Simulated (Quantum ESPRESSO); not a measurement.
# Au under changes of volume

One of the cells (16.855 Å³/atom); the others are scaled copies at fixed shape and fractional positions:

```
Au
1.0
     0.00000    2.03500    2.03500
     2.03500    0.00000    2.03500
     2.03500    2.03500    0.00000
Au
1
Direct
  0.00000 0.00000 0.00000
```

- Program: Quantum ESPRESSO 7.5
- Functional: rev-vdW-DF2
- Potentials or basis: PseudoDojo 0.4.1 SR PBE standard
- Cutoff: 1034 eV
- Density cutoff: 4136 eV
- k mesh: 11 × 11 × 11
- Occupations: fermi-dirac, width 0.05 eV
- Spin: no spin polarisation

| volume (Å³/atom) | energy over the lowest point (meV/atom) | pressure (GPa) |
| --- | --- | --- |
| 15.843 | 99.66 | 21.0 |
| 16.181 | 60.97 | 15.7 |
| 16.518 | ? | ? |
| 16.855 | 14.05 | 6.8 |
| 17.192 | 3.43 | 3.2 |
| 17.529 | 0.00 | 0.0 |
| 17.866 | 2.89 | -2.8 |

**Question.** What does the run at 16.518 Å³/atom give?

**Answer.** Energy over the lowest point 32.85 meV/atom; pressure 11.0 GPa.

Worked out: A Birch-Murnaghan fit of order 3 (a polynomial in V^(-2/3)) to the other rows has its minimum at 17.54 Å³/atom with B0 = V·E''(V) = 157 GPa and B' = 5.6. It gives 32.88 meV/atom at 16.518 Å³/atom, against the run's 32.85, and -dE/dV = 11.1 GPa, against 11.0.

Energies are extrapolated to zero smearing.

Caveats: the potentials were made for another functional, which shifts forces and pressure.
